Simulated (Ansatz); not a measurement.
## CsPbCl3 (model cell, started as cubic perovskite with Pb in the octahedra): a soft mode frozen in

Aim: this structure of CsPbCl3 (model cell, started as cubic perovskite with Pb in the octahedra) is to be tested for unstable modes, and one is followed downhill.

Main program and level: Ansatz 0.2.0; DFT PBE, scalar-relativistic, plane waves, PAW; PAW set soft_1.

## (1) The starting structure

It takes space group Pm-3m (No. 221, cubic). Conventional cell: a = 5.735 Å, b = 5.735 Å, c = 5.735 Å, α = 90.00°, β = 90.00°, γ = 90.00°. Cs has 12 Cl at 4.06 Å nearest. Nearest to Pb lie 6 Cl at 2.87 Å. Nearest to Cl lie 2 Pb at 2.87 Å and 4 Cs at 4.06 Å. Farther neighbours and most contacts between anions are not listed.

## (2) Phonons on a q mesh

The cell comes from relaxations at this level that are not shown. Stability and thermal properties need the whole zone. Linear response on a 2×2×2 q mesh gives force constants as far as a supercell of that size would, and the tensors from the zone-centre run are typed in so that the long-range dipole term is interpolated apart.

Input file input.yaml:

```yaml
crystal:
  lattice:
    - [5.7354216158, 0.0, 0.0]
    - [0.0, 5.7354216158, 0.0]
    - [0.0, 0.0, 5.7354216158]
  atoms:
    - { symbol: Cs, position: [0.0, 0.0, 0.0] }
    - { symbol: Pb, position: [0.5, 0.5, 0.5] }
    - { symbol: Cl, position: [0.5, 0.5, 0.0] }
    - { symbol: Cl, position: [0.5, 0.0, 0.5] }
    - { symbol: Cl, position: [0.0, 0.5, 0.5] }
kpoints:
  mp_grid: { grid: [8, 8, 8] }
hamiltonian:
  xc: pbe
  pseudopotentials: { kind: paw, azcp: { folder: soft_1 } }
scf:
  occupations: { method: fixed }
output:
  eigenvalues: true
phonons:
  method: dfpt
  qmesh: [2, 2, 2]
  temperatures: { t_max: 1000, t_step: 50 }
  qpath:
    path:
      - [[0.0, 0.0, 0.0], [0.0, 0.5, 0.0], [0.5, 0.5, 0.0], [0.0, 0.0, 0.0], [0.5, 0.5, 0.5], [0.0, 0.5, 0.0]]
      - [[0.5, 0.5, 0.5], [0.5, 0.5, 0.0]]
    npoints: 10
  non_analytic_term:
    high_frequency_dielectric_tensor: [[3.6896, 0.0, 0.0], [0.0, 3.6896, 0.0], [0.0, 0.0, 3.6896]]
    born_effective_charges:
      - { species: Cs, tensor: [[1.3071, 0.0, 0.0], [0.0, 1.3071, 0.0], [0.0, 0.0, 1.3071]] }
      - { species: Pb, tensor: [[3.8629, 0.0, 0.0], [0.0, 3.8629, 0.0], [0.0, 0.0, 3.8629]] }
      - { species: Cl, tensor: [[-0.7444, 0.0, 0.0], [0.0, -0.7444, 0.0], [0.0, 0.0, -3.6812]] }
      - { species: Cl, tensor: [[-0.7444, 0.0, 0.0], [0.0, -3.6812, 0.0], [0.0, 0.0, -0.7444]] }
      - { species: Cl, tensor: [[-3.6812, 0.0, 0.0], [0.0, -0.7444, 0.0], [0.0, 0.0, -0.7444]] }
    source: "zone-centre run at this cell"
```

On the command line:

```console
ansatz run input.yaml --threads 8 --pin off --max-ram 16384MiB --backend cpu --events-out ev --progress --plain --runs-dir out
```

Numbers of over 12 decimals in the logs are rounded to 6 here.

What it wrote:

```text
Engine: ansatz 0.2.0, aarch64-unknown-linux-gnu
Pseudopotentials: kind: paw
Pseudopotential: Cs, paw, valence charge 9, recommended cutoff 420 eV (normal), soft_1/Cs.paw.azcp
Pseudopotential: Pb, paw, valence charge 14, recommended cutoff 420 eV (normal), soft_1/Pb.paw.azcp
Pseudopotential: Cl, paw, valence charge 7, recommended cutoff 420 eV (normal), soft_1/Cl.paw.azcp
Functional definition: PBE
  parameter kappa = 0.804
  parameter beta = 0.066725
  exchange = pbe_x(kappa = kappa, mu = beta*pi^2/3)
  correlation = pbe_c(beta = beta)
Crystal: 5 atoms, lattice volume = 188.667 Å³
Basis set: ecut = 420 eV, 3743 PW (Γ), exchange–correlation on 80×80×80 points (8 copies of the dense FFT grid, shifted against one another)
Bands: 27, of which v1, the nominal top of the filled ones, is band 22 counted from 1 (21 counted from 0)
Symmetry: 48 space group operations
k-points: 35 of 512
Non-local potential: Cs, projectors of the file, l = 0: 3, l = 1: 2, l = 2: 2, l = 3: 2
Non-local potential: Pb, projectors of the file, l = 0: 2, l = 1: 2, l = 2: 2, l = 3: 1
Non-local potential: Cl, projectors of the file, l = 0: 2, l = 1: 2, l = 2: 1
PAW form: soft (Blöchl's): semilocal exchange-correlation on the pseudo side does not see the compensation charge
PAW one-centre angular grid: Cs, 194 points (default); XC on 64 Gauss nodes
PAW one-centre angular grid: Pb, 590 points (default); XC on 64 Gauss nodes
PAW one-centre angular grid: Cl, 110 points (default); XC on 64 Gauss nodes
Initial density: superposition of atomic densities (chi_scale 0.1, normalization cell, long waves kept (reshape's long-wave potential 0.01 eV rms))
Initial wavefunctions: pseudopotential atomic-orbital guess
Functional: x = pbe(κ = 0.804, μ = 0.219515), c = pbe(β = 0.066725)
SCF iter   1: F=—  HF=-20826.903782 eV  |F-HF|=—  |Δ(HF+E_count)|=         —  Δρ=2.21e-2  dr2=2.04e0  ethr=3.10e-3  ⟨swp⟩=5.0  Hψ=3973  notcnv=0  defer=68
preconditioner: auto → Resta (q_TF=auto, 2.141 Å⁻¹)  ε∞=2.9  [insulator: Δε(μ)=1.959 eV  Ē_g=12.604 eV  n_scr=26 (ndim 8)  ℏωp=17.5 eV  f_vac=0.021  ε∞_Penn≈2.9]
SCF iter   2: F=—  HF=-20826.227004 eV  |F-HF|=—  |Δ(HF+E_count)|=   6.77e-1  Δρ=1.10e-2  dr2=7.02e-1  ethr=3.10e-3  ⟨swp⟩=2.6  Hψ=1402  notcnv=0  defer=72
SCF iter   3: F=—  HF=-20825.913181 eV  |F-HF|=—  |Δ(HF+E_count)|=   3.14e-1  Δρ=3.28e-3  dr2=3.68e-2  ethr=1.59e-3  ⟨swp⟩=3.8  Hψ=2367  notcnv=0  defer=95
SCF iter   4: F=—  HF=-20825.904984 eV  |F-HF|=—  |Δ(HF+E_count)|=   8.20e-3  Δρ=1.20e-3  dr2=3.98e-3  ethr=8.37e-5  ⟨swp⟩=2.8  Hψ=1730  notcnv=0  defer=99
SCF iter   5: F=—  HF=-20825.905936 eV  |F-HF|=—  |Δ(HF+E_count)|=   9.53e-4  Δρ=2.16e-4  dr2=8.35e-5  ethr=9.06e-6  ⟨swp⟩=3.1  Hψ=1894  notcnv=0  defer=101
SCF iter   6: F=—  HF=-20825.906037 eV  |F-HF|=—  |Δ(HF+E_count)|=   1.01e-4  Δρ=4.75e-5  dr2=5.50e-6  ethr=1.90e-7  ⟨swp⟩=2.0  Hψ=1672  notcnv=0  defer=102
SCF iter   7: F=—  HF=-20825.906041 eV  |F-HF|=—  |Δ(HF+E_count)|=   4.25e-6  Δρ=1.21e-5  dr2=2.50e-7  ethr=1.25e-8  ⟨swp⟩=2.0  Hψ=1648  notcnv=0  defer=95
SCF iter   8: F=—  HF=-20825.906041 eV  |F-HF|=—  |Δ(HF+E_count)|=   7.20e-7  Δρ=2.53e-6  dr2=1.92e-8  ethr=5.68e-10  ⟨swp⟩=2.0  Hψ=1708  notcnv=0  defer=83
SCF iter   9: F=—  HF=-20825.906041 eV  |F-HF|=—  |Δ(HF+E_count)|=   6.34e-9  Δρ=3.31e-7  dr2=1.90e-10  ethr=4.37e-11  ⟨swp⟩=2.0  Hψ=1680  notcnv=0  defer=83
SCF iter  10: F=-20825.906041 eV  HF=-20825.906041 eV  |F-HF|=1.09e-11  |Δ(HF+E_count)|=  5.57e-10  Δρ=5.92e-8  dr2=6.47e-12  ethr=1.00e-12  ⟨swp⟩=14.2  Hψ=7359  notcnv=0
SCF 1 converged in 10 iterations: F = -20825.906041 eV  dr2 = 6.47e-12
  greatest PAW one-centre occupation: 0.983 electrons in one spin orbital (limit 2), on the Pb atom at site 1 (counted from 0), in its partial waves of l = 2
NSCF: frozen V_eff on 35 k-points
NSCF: frozen V_eff on 125 k-points
DFPT response loops at q = (0, 0, 0) (fractional): preconditioner auto → Resta (q_TF=auto, 2.141 Å⁻¹)  ε∞=5.2 (no band partly filled); β = 1.00, the filter's whole step (`scf.mixing.beta` (0.50) is not read by the response loops at its default; to damp them type it under 1.00, their step now; it binds the ground state too); Broyden in place of MSR1
NSCF: frozen V_eff on 250 k-points
DFPT response loops at q = (0, 0, -0.5) (fractional): mixed as the last ones told, above
NSCF: frozen V_eff on 250 k-points
DFPT response loops at q = (0, -0.5, -0.5) (fractional): mixed as the last ones told, above
NSCF: frozen V_eff on 250 k-points
DFPT response loops at q = (-0.5, -0.5, -0.5) (fractional): mixed as the last ones told, above
SCF converged after 10 iterations
Free energy (F): -20825.906041 eV
Harris-Foulkes:  -20825.906041 eV  (|F-HF|=1.09e-11)
Internal energy: -20825.906041 eV  (E = F + TS)
E sigma→0 (E₀):  -20825.906041 eV
Fermi energy:    3.143471 eV
--- Per-component energies (eV) ---
  E_band       = -257.857613
  E_kinetic    = 892.072936
  E_local      = -2687.966094  (includes V_loc(G=0)·N_el)
  E_nonlocal   = 421.484626
  E_hartree    = 1011.125658
  E_xc         = -709.459765
  E_vxc        = -626.651097  (∫ρ·V_xc dr)
  E_paw        = -17427.089374  (= ΣΔE_a)
  E_vpaw       = -279.049516  (= ΣTr[D̂ρ^β])
  E_aug_tail   = 0.000319  (compensation charges beyond the density's cutoff)
  E_ewald      = -2326.074348
  E_smearing   = -0.000000  (= −TS)
  E_closure    = 0.000000  (closes the sum)
  Σ components = -20825.906041   (vs F -20825.906041, Δ=0.00e0)
--- Band table (eV; the first three rows and the last of 35) ---
  k-point 0: bands = [... 18 lower, 1.0305, 1.1073, 1.1073, 1.1073, 6.8208, 7.8958, 7.8958, 8.7736, ... 1 higher]
  k-point 1: bands = [... 18 lower, 1.0177, 1.0940, 1.0940, 1.1024, 6.9546, 7.9847, 7.9960, 8.7417, ... 1 higher]
  k-point 2: bands = [... 18 lower, 0.9848, 1.0637, 1.0637, 1.1538, 7.2311, 7.9039, 8.2592, 8.3225, ... 1 higher]
  k-point 34: bands = [... 18 lower, 1.4047, 1.4047, 1.4047, 3.1435, 5.3627, 5.3627, 5.3627, 8.5749, ... 1 higher]
--- Phonons (Γ-DFPT): 4 representative perturbations + reference (Σ response iterations 15) ---
  ASR residual: 5.794e-5 → 0.000e0 eV/Å²; symmetrization residual: 3.453e-5 eV/Å²
  ASR residual per site (eV/Å²): 5.79e-5 3.43e-5 4.58e-5 4.58e-5 4.58e-5
  Γ frequencies (cm⁻¹): -10.11 -10.11 -10.11 0.00 0.00 0.00 30.78 30.78 30.78 56.73 56.73 56.73 111.45 111.45 111.45
--- Phonons (arbitrary-q DFPT): 4 irreducible q on the 2×2×2 mesh ---
  q = [0.0000, 0.0000, 0.0000] (star 1, of the zone-centre solve; hermiticity 4.04e-5, symmetrization 1.20e-11): -10.11 -10.11 -10.11 -0.00 0.00 0.00 30.78 30.78 30.78 56.73 56.73 56.73 111.45 111.45 111.45
  q = [0.0000, 0.0000, -0.5000] (star 3, 9 solved perturbations in 975 linear systems a pass and spin channel, the states on 125 of 512 k-point pairs; hermiticity 5.17e-6, symmetrization 3.52e-8): 5.23 5.23 17.32 17.32 39.06 41.02 47.62 47.62 49.58 49.58 53.23 107.55 111.12 111.12 230.76
  q = [0.0000, -0.5000, -0.5000] (star 3, 9 solved perturbations in 975 linear systems a pass and spin channel, the states on 125 of 512 k-point pairs; hermiticity 4.47e-6, symmetrization 1.17e-7): -43.24 -5.82 -5.82 12.79 37.09 46.47 46.47 47.03 47.03 90.90 97.29 97.29 110.76 197.80 240.99
  q = [-0.5000, -0.5000, -0.5000] (star 1, 4 solved perturbations in 350 linear systems a pass and spin channel, the states on 125 of 512 k-point pairs; hermiticity 5.17e-7, symmetrization 4.10e-9): -43.75 -43.75 -43.75 11.83 11.83 11.83 84.02 84.02 84.02 91.70 91.70 91.70 197.48 197.48 247.99
  sum rule: each row above includes the acoustic sum rule's correction from the zone centre's row sums; it moved no ω² by more than (0.59 cm⁻¹)²
  mesh force constants: q→R imaginary residual 7.73e-18; ASR residual 5.794e-5 → 0.000e0 eV/Å²; symmetrization residual 2.665e-15 eV/Å²
  interpolated dispersion: 63 rows × 15 modes
  density of states and harmonic sums: on the 12×12×12 q-mesh, interpolated from the force constants of a 2×2×2 supercell (with the dipole–dipole term of supplied tensors)
  largest difference from the sums on the solved wave vectors: F 7.33e-2 eV, S 1.03e-4 and C_V 2.95e-5 eV/K
  zero-point energy: 0.062521 eV/cell   skipped modes (ω ≤ 0): 170, of them read as no rigid motion or as one in doubt: 167 (1.906e0 modes/cell left out, lowest -43.75 cm⁻¹)   left out of the sums: 1.27e-1 of the cell's modes: C_V's classical limit lies that fraction below 3 k_B per atom; for a crystal, a wire or a layer, F and S can be off by more, and a phonons.interpolated_qmesh denser along its periods is the remedy for the sampling
```

Elapsed: 3.3 min, on 8 threads of Arm Neoverse V1, shared host; peak memory 2 GiB.

Reading the cycles: dr2 is the Hartree energy of the density residual (eV), the measure of convergence; HF is the Harris–Foulkes estimate of the energy, which meets the free energy F at convergence.

This step gave:

```yaml
gap_on_the_k_mesh: 2.219 eV
volume_per_atom: 37.73 Å³
sum_rule_residual_before_enforcement: 5.79e-5 eV/Å²
lowest_frequency_on_the_path: -43.75 cm⁻¹
point_group: m-3m
highest_frequency_on_the_path_or_at_a_solved_wavevector: 248 cm⁻¹
highest_optical_mode_at_the_zone_centre_no_lo_to_term: 111.5 cm⁻¹
lowest_optical_zone_centre_mode: -10.11 cm⁻¹
lowest_mode_on_the_q_mesh_acoustic_modes_at_gamma_apart: -43.75 cm⁻¹
```

Frequencies (cm⁻¹) solved at each irreducible wavevector; negative means imaginary. Frequencies by wavevector, by row:

| q in reciprocal lattice units | star | mode 1 | mode 2 | mode 3 | mode 4 | mode 13 | mode 14 | mode 15 |
| --- | --- | --- | --- | --- | --- | --- | --- | --- |
| 0 0 0 | 1 | -10.1 | -10.1 | -10.1 | 0 | 111.5 | 111.5 | 111.5 |
| 0 0 -0.5 | 3 | 5.2 | 5.2 | 17.3 | 17.3 | 111.1 | 111.1 | 230.8 |
| 0 -0.5 -0.5 | 3 | -43.2 | -5.8 | -5.8 | 12.8 | 110.8 | 197.8 | 241 |
| -0.5 -0.5 -0.5 | 1 | -43.8 | -43.8 | -43.8 | 11.8 | 197.5 | 197.5 | 248 |

Interpolated from a 2×2×2 q mesh, with the LO-TO term (at Γ the limit along the path; where Γ stands inside the path, tables give the limit on arrival). The phonon branches at the labelled points (cm⁻¹):

| point | branch 1 | branch 2 | branch 3 | branch 4 | branch 12 | branch 13 | branch 14 | branch 15 |
| --- | --- | --- | --- | --- | --- | --- | --- | --- |
| Γ | -10 | -10 | 0 | 0 | 64 | 112 | 112 | 215 |
| halfway | -6 | -6 | 14 | 14 | 88 | 111 | 111 | 222 |
| X | 5 | 5 | 17 | 17 | 108 | 111 | 111 | 231 |
| halfway | -28 | 7 | 10 | 21 | 104 | 111 | 166 | 232 |
| M | -43 | -6 | -6 | 13 | 97 | 111 | 198 | 241 |
| halfway | -17 | 6 | 12 | 22 | 89 | 111 | 154 | 220 |
| Γ | -10 | -10 | 0 | 0 | 64 | 112 | 112 | 215 |
| halfway | -20 | -13 | -13 | 17 | 89 | 156 | 156 | 219 |
| R | -44 | -44 | -44 | 12 | 92 | 198 | 198 | 248 |
| halfway | -31 | -26 | -12 | 12 | 101 | 158 | 172 | 234 |
| X | 5 | 5 | 17 | 17 | 108 | 111 | 111 | 231 |
| jump to R | -44 | -44 | -44 | 12 | 92 | 198 | 198 | 248 |
| halfway | -44 | -29 | -29 | 13 | 96 | 164 | 198 | 242 |
| M | -43 | -6 | -6 | 13 | 97 | 111 | 198 | 241 |

Symmetry leaves 4 wavevectors to solve. The lowest mode among them, the acoustic zeros apart, lies at q = (-0.5, -0.5, -0.5) and is imaginary, 43.8i cm⁻¹, so the energy falls along it.

## (3) The mode frozen in, largest atomic shift 0 Å

The mode followed lies at q = (-0.5, -0.5, -0.5) with frequency 43.7i cm⁻¹ and is 3-fold degenerate, the softest among the wavevectors solved. At small amplitude the distorted cell has space group no. 140 by a symmetry search on the positions. The undistorted cell that holds it gives the zero of energy on the same k mesh.

System of this step: CsPbCl3 (model cell, started as cubic perovskite with Pb in the octahedra). Symmetry: Pm-3m, No. 221, cubic system. Conventional cell: a = 5.735 Å, b = 5.735 Å, c = 5.735 Å, α = 90.00°, β = 90.00°, γ = 90.00°. Nearest to Cs lie 12 Cl at 4.06 Å. Nearest to Pb lie 6 Cl at 2.87 Å. Nearest to Cl lie 2 Pb at 2.87 Å and 4 Cs at 4.06 Å. Farther neighbours and most contacts between anions are not listed.

Input file input.yaml:

```yaml
crystal:
  lattice:
    - [5.7354216158, 5.7354216158, 0.0]
    - [5.7354216158, 0.0, 5.7354216158]
    - [5.7354216158, 0.0, -5.7354216158]
  atoms:
    - { symbol: Cs, position: [0.0, 0.0, 0.0] }
    - { symbol: Cs, position: [0.0, 0.5, 0.5] }
    - { symbol: Pb, position: [0.5, 0.25, 0.75] }
    - { symbol: Pb, position: [0.5, 0.75, 0.25] }
    - { symbol: Cl, position: [0.5, 0.0, 0.0] }
    - { symbol: Cl, position: [0.5, 0.5, 0.5] }
    - { symbol: Cl, position: [0.0, 0.5, 0.0] }
    - { symbol: Cl, position: [0.0, 0.0, 0.5] }
    - { symbol: Cl, position: [0.5, 0.0, 0.5] }
    - { symbol: Cl, position: [0.5, 0.5, 0.0] }
kpoints:
  mp_grid: { grid: [6, 6, 6] }
hamiltonian:
  xc: pbe
  pseudopotentials: { kind: paw, azcp: { folder: soft_1 } }
scf:
  occupations: { method: gaussian, width: 0.02 }
output:
  forces: true
  stress: true
  eigenvalues: true
```

What it wrote:

```text
[...]
Crystal: 10 atoms, lattice volume = 377.334 Å³
Basis set: ecut = 420 eV, 7391 PW (Γ), exchange–correlation on 120×120×120 points (8 copies of the dense FFT grid, shifted against one another)
Bands: 54, of which v1, the nominal top of the filled ones, is band 44 counted from 1 (43 counted from 0)
Symmetry: 96 space group operations
[...]
k-points: 16 of 216
[...]
k-point 0: bands = [... 40 lower, 1.4046, 1.4046, 1.4046, 3.1434, 5.3627, 5.3627, 5.3627, 6.8207, ... 4 higher]
  k-point 1: bands = [... 40 lower, 1.3531, 1.3531, 1.3776, 2.7754, 5.6317, 5.6317, 5.7329, 6.9968, ... 4 higher]
  k-point 2: bands = [... 40 lower, 1.2647, 1.2647, 1.3053, 2.0460, 6.3111, 6.3111, 6.4888, 7.3853, ... 4 higher]
  k-point 15: bands = [... 40 lower, 1.1397, 1.3224, 1.7897, 2.1044, 5.9724, 6.1852, 6.6352, 7.9312, ... 4 higher]
[key lines of the parts left out:]
SCF converged after 8 iterations
Free energy (F): -41651.812250 eV
Fermi energy:    4.252957 eV
P = ⅓ Tr σ = -0.0033 GPa (-0.033 kbar)
```

The job ended after 3.8 s (8 threads; peak memory 1.3 GiB; 27 s of CPU time).

Numbers from this step:

```yaml
pressure: -0.003321 GPa
energy_from_the_undistorted_cell: 0 meV/atom
```

At this level the gap is 2.22 eV on the k-mesh of the self-consistent run, which can miss the band edges.

## (4) The mode frozen in, largest atomic shift 0.6 Å

The atoms are moved along the unstable eigenvector, the largest shift by 0.6 Å, with the cell fixed.

input.yaml, the sections that differ from step 3:

```yaml
crystal:
  lattice:
    - [5.7354216158, 5.7354216158, 0.0]
    - [5.7354216158, 0.0, 5.7354216158]
    - [5.7354216158, 0.0, -5.7354216158]
  atoms:
    - { symbol: Cs, position: [0.0, 0.0, 0.0] }
    - { symbol: Cs, position: [0.0, 0.5, 0.5] }
    - { symbol: Pb, position: [0.5, 0.25, 0.75] }
    - { symbol: Pb, position: [0.5, 0.75, 0.25] }
    - { symbol: Cl, position: [0.5, -0.0523065295, -0.0523065295] }
    - { symbol: Cl, position: [0.5, 0.5523065295, 0.5523065295] }
    - { symbol: Cl, position: [0.0, 0.5, 0.0] }
    - { symbol: Cl, position: [0.0, 0.0, 0.5] }
    - { symbol: Cl, position: [0.5, 0.0523065295, 0.4476934705] }
    - { symbol: Cl, position: [0.5, 0.4476934705, 0.0523065295] }
# kpoints, hamiltonian, scf, output: as in step 3
```

What it wrote:

```text
[...]
Crystal: 10 atoms, lattice volume = 377.334 Å³
Basis set: ecut = 420 eV, 7391 PW (Γ), exchange–correlation on 120×120×120 points (8 copies of the dense FFT grid, shifted against one another)
Bands: 54, of which v1, the nominal top of the filled ones, is band 44 counted from 1 (43 counted from 0)
Symmetry: 16 space group operations
[...]
k-points: 30 of 216
[...]
k-point 0: bands = [... 40 lower, 1.2771, 1.2935, 1.2935, 2.7874, 5.3023, 5.3258, 5.3258, 6.9688, ... 4 higher]
  k-point 1: bands = [... 40 lower, 1.2555, 1.2690, 1.3045, 2.4952, 5.5302, 5.5518, 5.6223, 7.1308, ... 4 higher]
  k-point 2: bands = [... 40 lower, 1.1907, 1.2086, 1.3285, 1.9029, 6.0730, 6.1479, 6.3058, 7.3751, ... 4 higher]
  k-point 29: bands = [... 40 lower, 1.0937, 1.2378, 1.7203, 2.1082, 5.7275, 5.7275, 6.0516, 8.1057, ... 4 higher]
[key lines of the parts left out:]
SCF converged after 8 iterations
Free energy (F): -41651.892718 eV
Fermi energy:    4.044806 eV
P = ⅓ Tr σ = -0.3908 GPa (-3.908 kbar)
```

Wall time 6.5 s (8 threads); peak memory 1.5 GiB; 50 s of CPU time.

This step gave:

- pressure: -0.3908 GPa
- gap on the k-mesh: 2.515 eV
- energy from the undistorted cell: -8.047 meV/atom

The energy, extrapolated to zero smearing, is -8.05 meV/atom against the undistorted cell.

The run ends at a pressure of -0.39 GPa, with forces up to 0.011 eV/Å.

## (5) Energy along the mode, all amplitudes (two of the runs are shown above)

An imaginary frequency means negative curvature, so the energy should fall and then rise again as anharmonic terms take over.

This step gave:

```yaml
depth_at_the_lowest_point_sampled: 8.047 meV/atom
largest_atomic_shift_at_that_point: 0.6 Å
```

Table of energy from the parent by largest atomic shift:

| largest atomic shift (Å) | energy from the parent (meV/atom) |
| --- | --- |
| 0.000 | 0 |
| 0.040 | -0.08 |
| 0.080 | -0.316 |
| 0.140 | -0.946 |
| 0.220 | -2.23 |
| 0.320 | -4.27 |
| 0.450 | -6.88 |
| 0.600 | -8.05 |

Displacement at unit largest shift by atom:

| atom | x (Å) | y (Å) | z (Å) | size |
| --- | --- | --- | --- | --- |
| Cs1 | 0.00 | 0.00 | 0.00 | 0.00 |
| Cs2 | 0.00 | 0.00 | 0.00 | 0.00 |
| Pb3 | 0.00 | 0.00 | 0.00 | 0.00 |
| Pb4 | 0.00 | 0.00 | 0.00 | 0.00 |
| Cl5 | -1.00 | 0.00 | 0.00 | 1.00 |
| Cl6 | 1.00 | 0.00 | 0.00 | 1.00 |
| Cl7 | 0.00 | 0.00 | 0.00 | 0.00 |
| Cl8 | 0.00 | 0.00 | 0.00 | 0.00 |
| Cl9 | 0.00 | 0.00 | 1.00 | 1.00 |
| Cl10 | 0.00 | 0.00 | -1.00 | 1.00 |

The lowest of the steps tried is the last one, at 0.6 Å, 8.05 meV/atom below the parent; the bottom of the well need not coincide with a step.

(Part 1 of 3 ends here.)

[Logs are printed without paths, hosts, clocks, repeated set-up lines and the standing remarks that a program may print on its own settings, such as how far it seeks lower states.]

[Hosts, paths, dates, database ids (printed as entryN), source tags and the programs' standing remarks are cut or masked in the printed files.]
